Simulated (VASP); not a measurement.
# CaS (Fm-3m) in VASP: notebook

Runs on CaS. Level: LDA. Tasks: single point, relaxation of cell and atoms.

Program: VASP 6.6.1. These are calculated values, not measurements. Logs are shortened: lines on timing, memory, paths and dates and some standing lists are left out, and cuts for length are marked.

## 1. The crystal as given

It takes space group Fm-3m (No. 225, cubic). Conventional cell: a = 5.564 Å, b = 5.564 Å, c = 5.564 Å, α = 90.00°, β = 90.00°, γ = 90.00°. Ca (site symmetry m-3m) is surrounded by 6 S at 2.78 Å. S (site symmetry m-3m) has 6 Ca at 2.78 Å as nearest neighbours.

## 2. Single point, LDA

Input file INCAR:

```
SYSTEM = CaS
  PREC = Accurate
  ENCUT = 520
  EDIFF = 1E-6
  ISMEAR = 0
  SIGMA = 0.02
  LREAL = .FALSE.
  LASPH = .TRUE.
  NELM = 100
  ALGO = Normal
  ISIF = 2
  LWAVE = .FALSE.
  LCHARG = .FALSE.
  NBANDS = 15
```

Input file KPOINTS:

```
regular mesh
0
G
  8 8 8
  0 0 0
```

Input file POSCAR:

```
CaS
1.0
    0.0000000000      2.7822386670      2.7822386670
    2.7822386670      0.0000000000      2.7822386670
    2.7822386670      2.7822386670      0.0000000000
Ca S
1 1
Direct
    0.0000000000      0.0000000000      0.0000000000
    0.5000000000      0.5000000000      0.5000000000
```

Potentials or basis: VASP PAW LDA potentials, release 64 (Ca_sv, S).

Started as:

```
$ cat potpaw_LDA.64/Ca_sv/POTCAR potpaw_LDA.64/S/POTCAR > POTCAR
$ mpirun -np 1 vasp_std > vasp.out
```

OUTCAR:

```text
SYSTEM = CaS
   PREC = Accurate
   ENCUT = 520
   EDIFF = 1E-6
   ISMEAR = 0
   LREAL = .FALSE.
   LASPH = .TRUE.
   NELM = 100
   ISIF = 2

 ion  position               nearest neighbor table
   1  0.000  0.000  0.000-   2 2.78   2 2.78   2 2.78   2 2.78   2 2.78   2 2.78
   2  0.500  0.500  0.500-   1 2.78   1 2.78   1 2.78   1 2.78   1 2.78   1 2.78

  LATTYP: Found a face centered cubic cell.
 ALAT       =     5.5644773340

  Lattice vectors:

 A1 = (   0.0000000000,   2.7822386670,   2.7822386670)
 A2 = (   2.7822386670,   0.0000000000,   2.7822386670)
 A3 = (   2.7822386670,   2.7822386670,   0.0000000000)

Analysis of symmetry for initial positions (statically):
=====================================================================
 Subroutine PRICEL returns:
 Original cell was already a primitive cell.

 Routine SETGRP: Setting up the symmetry group for a
 face centered cubic supercell.

 Subroutine GETGRP returns: Found 48 space group operations
 (whereof 48 operations were pure point group operations)
 out of a pool of 48 trial point group operations.

The static configuration has the point symmetry O_h .

Analysis of symmetry for dynamics (positions and initial velocities):
=====================================================================
 Subroutine PRICEL returns:
 Original cell was already a primitive cell.

 Routine SETGRP: Setting up the symmetry group for a
 face centered cubic supercell.

 Subroutine GETGRP returns: Found 48 space group operations
 (whereof 48 operations were pure point group operations)
 out of a pool of 48 trial point group operations.

The dynamic configuration has the point symmetry O_h .

 Subroutine INISYM returns: Found 48 space group operations
 (whereof 48 operations are pure point group operations),
 and found     1 'primitive' translations

----------------------------------------------------------------------------------------

                                     Primitive cell

  volume of cell :      43.0738

  direct lattice vectors                    reciprocal lattice vectors
     0.000000000  2.782238667  2.782238667    -0.179711398  0.179711398  0.179711398
     2.782238667  0.000000000  2.782238667     0.179711398 -0.179711398  0.179711398
     2.782238667  2.782238667  0.000000000     0.179711398  0.179711398 -0.179711398

  length of vectors
     3.934679657  3.934679657  3.934679657     0.311269272  0.311269272  0.311269272

  position of ions in fractional coordinates (direct lattice)
     0.000000000  0.000000000  0.000000000
     0.500000000  0.500000000  0.500000000

  ion indices of the primitive-cell ions
   primitive index   ion index
                 1           1
                 2           2

----------------------------------------------------------------------------------------

 KPOINTS: regular mesh

Automatic generation of k-mesh.
 Grid dimensions read from file:
 generate k-points for:    8    8    8

 Generating k-lattice:

  Cartesian coordinates                     Fractional coordinates (reciprocal lattice)
    -0.022463925  0.022463925  0.022463925     0.125000000  0.000000000  0.000000000
     0.022463925 -0.022463925  0.022463925     0.000000000  0.125000000  0.000000000
     0.022463925  0.022463925 -0.022463925     0.000000000  0.000000000  0.125000000

  Length of vectors
     0.038908659  0.038908659  0.038908659

  Shift w.r.t. Gamma in fractional coordinates (k-lattice)
     0.000000000  0.000000000  0.000000000

 Subroutine IBZKPT returns following result:
 ===========================================

 Found     29 irreducible k-points:

 Following reciprocal coordinates:
            Coordinates               Weight
  0.000000  0.000000  0.000000      1.000000
  0.125000  0.000000  0.000000      8.000000
  0.250000  0.000000  0.000000      8.000000
  0.375000  0.000000  0.000000      8.000000
  0.500000  0.000000  0.000000      4.000000
  0.125000  0.125000  0.000000      6.000000
[... 16 lines left out ...]
  0.500000  0.250000  0.125000     48.000000
 -0.375000  0.250000  0.125000     24.000000
 [... further k-points ...]
   k-points           NKPTS =     29   k-points in BZ     NKDIM =     29   number of bands    NBANDS=     15
   number of dos      NEDOS =    301   number of ions     NIONS =      2
   total plane-waves  NPLWV =  27000
   dimension x,y,z NGX =    30 NGY =   30 NGZ =   30
   dimension x,y,z NGXF=    60 NGYF=   60 NGZF=   60
   ions per type =               1   1
   NGX,Y,Z   is equivalent  to a cutoff of  12.68, 12.68, 12.68 a.u.
   NGXF,Y,Z  is equivalent  to a cutoff of  25.35, 25.35, 25.35 a.u.
 SYSTEM =  CaS
   PREC   = accura    normal or accurate (medium, high low for compatibility)
   ISTART =      0    job   : 0-new  1-cont  2-samecut
   ICHARG =      2    charge: 1-file 2-atom 10-const
   ISPIN  =      1    spin polarized calculation?
   LNONCOLLINEAR =      F non collinear calculations
   LSORBIT =      F    spin-orbit coupling
   LASPH  =      T    aspherical Exc in radial PAW
   ENCUT  =  520.0 eV  38.22 Ry    6.18 a.u.   7.32  7.32  7.32*2*pi/ulx,y,z
   NELM   =    100;   NELMIN=  2; NELMDL= -5     # of ELM steps
   EDIFF  = 0.1E-05   stopping-criterion for ELM
   LREAL  =      F    real-space projection
   EDIFFG = 0.1E-04   stopping-criterion for IOM
   NSW    =      0    number of steps for IOM
   IBRION =     -1    ionic relax: 0-MD 1-quasi-New 2-CG
   NFREE  =      0    steps in history (QN), initial steepest desc. (CG)
   ISIF   =      2    stress and relaxation
   ISYM   =      2    0-nonsym 1-usesym 2-fastsym
   POTIM  = 0.5000    time-step for ionic-motion
   TEBEG  =    0.0;   TEEND  =   0.0 temperature during run
   PSTRESS=    0.0 pullay stress
   NELECT =      16.0000    total number of electrons
   NUPDOWN=      -1.0000    fix difference up-down
   EMIN   =  10.00;   EMAX   =-10.00  energy-range for DOS
   EFERMI =   0.00;   METHOD = LEGACY
   ISMEAR =     0;   SIGMA  =   0.02  broadening in eV -4-tet -1-fermi 0-gaus
   EFERMI_NEDOS =   21; number of points for ismear=-14 and -15
   IALGO  =     38    algorithm
   IMIX   =      4    mixing-type and parameters
     AMIX     =   0.40;   BMIX     =  1.00
     AMIX_MAG =   1.60;   BMIX_MAG =  1.00
  volume/ion in A,a.u.               =      21.54       145.34
  Fermi-wavevector in a.u.,A,eV,Ry     =   1.176821  2.223869 18.842816  1.384908
  Thomas-Fermi vector in A             =   2.313178
   LORBIT       =      0    0 simple, 1 ext, 2 COOP (PROOUT), +10 PAW based schemes
   GGA     = CA    functional components
   LHFCALC =     F    Hartree Fock is set to
   AEXX    =    0.0000 exact exchange contribution
   IVDW    =     0    specifies the selected vdW correction
   LEPSILON=     F    determine dielectric tensor
   LRPA    =     F    only Hartree local field effects (RPA)
 non-spin polarized calculation
 Gauss-broadening in eV      SIGMA  =   0.02
  energy-cutoff  :      520.00
  volume of cell :       43.07
 maximum number of plane-waves:      1211
 NGX is ok and might be reduce to    30
   NGX = 15   NGY = 15   NGZ = 15

 number of electron      15.9999997 magnetization

 Free energy of the ion-electron system (eV)
  ---------------------------------------------------
  ext. energy  EPLUGINS =         0.00000000
  ---------------------------------------------------
  free energy    TOTEN  =       -11.43353735 eV

  energy without entropy =      -11.43353735  energy(sigma->0) =      -11.43353735

 E-fermi :   3.2048     XC(G=0):  -9.9975

 val. band max:        3.0807105784   @ k =   0.0000   0.0000   0.0000
 cond. band min:       5.0433419143   @ k =   0.5000   0.5000   0.0000
 fundamental gap:      1.9626313360
 Fermi energy:         3.2048392945

 k-point     1 :       0.0000    0.0000    0.0000
  band No.  band energies     occupation
      1     -35.4341      2.00000
      2     -16.7209      2.00000
      3     -16.7209      2.00000
      4     -16.7209      2.00000
      5      -8.4525      2.00000
      6       3.0807      2.00000
      7       3.0807      2.00000
      8       3.0807      2.00000
      9       7.0141      0.00000
     10       7.0141      0.00000
     11       7.0141      0.00000
     12       7.4146      0.00000
     13       7.7197      0.00000
     14       7.7197      0.00000
     15      13.8667      0.00000

 k-point     2 :       0.1250    0.0000    0.0000
  band No.  band energies     occupation
      1     -35.4314      2.00000
      2     -16.7582      2.00000
      3     -16.7235      2.00000
      4     -16.7235      2.00000
      5      -8.3199      2.00000
      6       2.3452      2.00000
      7       2.8078      2.00000
      8       2.8078      2.00000
      9       7.0585      0.00000
     10       7.2689      0.00000
     11       7.2689      0.00000
     12       8.1909      0.00000
     13       8.1909      0.00000
     14       8.1992      0.00000
     15      14.1586      0.00000

 k-point     3 :       0.2500    0.0000    0.0000
  band No.  band energies     occupation
      1     -35.4251      2.00000
      2     -16.8459      2.00000
      3     -16.7300      2.00000
      4     -16.7300      2.00000
      5      -7.9828      2.00000
      6       1.0604      2.00000
      7       2.2881      2.00000
      8       2.2881      2.00000
      9       7.2103      0.00000
     10       7.9112      0.00000
     11       7.9112      0.00000
     12       9.3417      0.00000
     13       9.3417      0.00000
     14       9.5913      0.00000
     15      13.7145      0.00000
[... 343 lines left out ...]
 k-point    23 :       0.5000    0.2500    0.1250
  band No.  band energies     occupation
      1     -35.4153      2.00000
      2     -16.9010      2.00000
      3     -16.7870      2.00000
      4     -16.7511      2.00000
      5      -7.6066      2.00000
      6       0.3124      2.00000
      7       1.6049      2.00000
      8       1.8461      2.00000
      9       7.2200      0.00000
     10       8.9809      0.00000
     11       9.2602      0.00000
     12       9.4172      0.00000
     13      10.1216      0.00000
     14      11.7878      0.00000
     15      12.1387      0.00000

 k-point    24 :      -0.3750    0.2500    0.1250
  band No.  band energies     occupation
      1     -35.4132      2.00000
      2     -16.9189      2.00000
      3     -16.7915      2.00000
      4     -16.7578      2.00000
      5      -7.5111      2.00000
      6       0.1674      2.00000
      7       1.4002      2.00000
      8       1.7455      2.00000
      9       7.9682      0.00000
     10       8.3076      0.00000
     11       9.5801      0.00000
     12       9.9950      0.00000
     13      10.2785      0.00000
     14      11.2547      0.00000
     15      12.7431      0.00000

 [... further k-points ...]
[... 5 lines left out ...]
  --------------------------------------------------------------------------------------
  -------------------------------------------------------------------------------------
  Total        0.0670567      0.0670567      0.0670567      0.0000000      0.0000000     -0.0000000
  in kB        2.4942464      2.4942464      2.4942464      0.0000000      0.0000000     -0.0000000
  external PRESSURE =       2.4942464 kB  Pullay stress =       0.0000000 kB

 VOLUME and BASIS-vectors are now :
 -----------------------------------------------------------------------------
  energy-cutoff  :      520.00
  volume of cell :       43.07
      direct lattice vectors                 reciprocal lattice vectors
     0.000000000  2.782238667  2.782238667    -0.179711398  0.179711398  0.179711398
     2.782238667  0.000000000  2.782238667     0.179711398 -0.179711398  0.179711398
     2.782238667  2.782238667  0.000000000     0.179711398  0.179711398 -0.179711398

 POSITION                                       TOTAL-FORCE (eV/Angst)
 -----------------------------------------------------------------------------------
      0.00000      0.00000      0.00000         0.000000      0.000000      0.000000
      2.78224      2.78224      2.78224        -0.000000     -0.000000     -0.000000
 -----------------------------------------------------------------------------------
    total drift:                               -0.000000      0.000000      0.000000

  FREE ENERGIE OF THE ION-ELECTRON SYSTEM (eV)
  ---------------------------------------------------
  free  energy   TOTEN  =       -11.4335373527 eV

  energy  without entropy=      -11.4335373527  energy(sigma->0) =      -11.43353735
```

It took 16 s on 1 thread of Intel Xeon Platinum 8488C (Sapphire Rapids), shared host; peak memory 0.15 GiB.

What came out:

```yaml
Free_energy: -11.4335 eV
Pressure: 0.2 GPa
Band_gap_on_the_k_mesh: 1.96 eV, indirect (least direct gap 2.83 eV)
```

A k mesh can miss the band edges. LDA gaps usually lie below the measured ones, often by a third to a half.

## 3. Relaxation of cell and atoms, LDA

This run uses another cell than the first one, of 22.98 Å³/atom, 1.067 times its volume.

Input file INCAR:

```
SYSTEM = CaS
ALGO = Fast
EDIFF = 1E-7
EDIFFG = -0.005
ENCUT = 600
GGA = CA
IBRION = 2
ISIF = 3
ISMEAR = 0
LASPH = .TRUE.
LCHARG = .FALSE.
LREAL = .FALSE.
LWAVE = .FALSE.
NELM = 100
NSW = 100
PREC = Accurate
SIGMA = 0.02
```

Input file KPOINTS:

```
k-points
0
G
  8 8 8
  0 0 0
```

Input file POSCAR:

```
CaS
1.0
    0.0000000000      2.8430000000      2.8430000000
    2.8430000000      0.0000000000      2.8430000000
    2.8430000000      2.8430000000      0.0000000000
Ca S
1 1
Direct
    0.0000000000      0.0000000000      0.0000000000
    0.5000000000      0.5000000000      0.5000000000
```

Potentials or basis: VASP PAW LDA potentials, release 64 (Ca_sv, S).

Started as:

```
$ cat potpaw_LDA.64/Ca_sv/POTCAR potpaw_LDA.64/S/POTCAR > POTCAR
$ mpirun -np 1 vasp_std > vasp.out
```

Wall time 44 s (1 thread of Intel Xeon Platinum 8488C (Sapphire Rapids), shared host); peak memory 0.17 GiB.

The run converged. Its results:

* Free energy: -11.4343 eV
* Relaxed volume: 21.63 Å³/atom
* Relaxed cell: a = 3.940 Å, b = 3.940 Å, c = 3.940 Å, α = 60.00°, β = 60.00°, γ = 60.00°
* Space group after relaxing (to 0.05 Å): Fm-3m (No. 225)
* Energy gained by relaxing: 16.0 meV/atom
* Ionic steps: 3
* Pressure after relaxing: 0.0 GPa
* Band gap on the k mesh: 1.97 eV, indirect (least direct gap 2.84 eV)

Step by step:
| step | energy change (eV) | largest force (eV/Å) | pressure (GPa) | volume (Å³) |
| --- | --- | --- | --- | --- |
| 1 | 0.0000 | 0.0000 | -3.60 | 45.96 |
| 2 | -0.0298 | 0.0000 | 1.07 | 42.60 |
| 3 | -0.0319 | 0.0000 | 0.00 | 43.26 |

Final structure:
```
Ca S
1.0
     0.00000    2.78618    2.78618
     2.78618    0.00000    2.78618
     2.78618    2.78618    0.00000
Ca S
1 1
Direct
  0.00000 0.00000 0.00000
  0.50000 0.50000 0.50000
```

Levels at points of the mesh, in eV from the valence-band top:
```
           k point  band 4  band 5  band 6  band 7  band 8  band 9  band 10  band 11  band 12
(0.00, 0.00, 0.00)  -19.81  -11.52    0.00    0.00    0.00    3.94     3.94     3.94     4.31
(0.50, 0.00, 0.00)  -19.83  -10.52   -3.42   -1.34   -1.34    5.15     6.10     6.21     6.21
(0.50, 0.50, 0.00)  -19.88  -10.81   -2.45   -0.87   -0.87    1.97     5.58     6.10     6.88
```

A k mesh can miss the band edges. As with any semilocal functional, this LDA gap is likely too small.
